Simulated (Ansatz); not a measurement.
Write the native input for Ansatz 0.2.0 that does the following.

```yaml
Task: single point
Functional: PBE
Potentials_or_basis: all-electron LAPW, scalar-relativistic
Cutoff: 178 eV (chosen from the basis error)
Basis_error_allowed: 0.001 eV/atom
k_mesh: 8 × 8 × 8
Occupations: gaussian, width 0.023 eV
Spin: no spin polarisation
```

Crystal: PbS (Galena).

```
Pb S
1.0
     0.00000    2.96575    2.96575
     2.96575    0.00000    2.96575
     2.96575    2.96575    0.00000
Pb S
1 1
Cartesian
  0.0000 0.0000 0.0000
  2.9657 2.9657 2.9657
```

These files were run (other wordings do the same):

input.yaml

```yaml
crystal:
  lattice:
    - [0.0, 2.96575, 2.96575]
    - [2.96575, 0.0, 2.96575]
    - [2.96575, 2.96575, 0.0]
  atoms:
    - { symbol: Pb, position: [0.0, 0.0, 0.0] }
    - { symbol: S, position: [0.5, 0.5, 0.5] }
kpoints:
  mp_grid: { grid: [8, 8, 8] }
scf:
  occupations: { method: gaussian, width: 0.023 }
hamiltonian:
  xc: pbe
  pseudopotentials: { kind: all_electron, lapw: { basis_error: 0.001 } }
output:
  forces: true
  stress: true
  eigenvalues: true
```

Potentials or basis: all-electron LAPW, scalar-relativistic.

Run with:

```sh
$ ansatz run input.yaml --threads 1 --pin off --max-ram 3072MiB --backend cpu --events-out ev --progress --plain --runs-dir out
```

It gave:

```
Pressure               : 2.2 GPa
Band gap on the k mesh : 0.36 eV, direct
```

Caveat: spin-orbit coupling is left out, which as a rule narrows the gap of such compounds by several tenths of an eV.

It took 6.6 s on 1 thread of Arm Neoverse V1, on a shared host, peak memory 0.28 GiB.
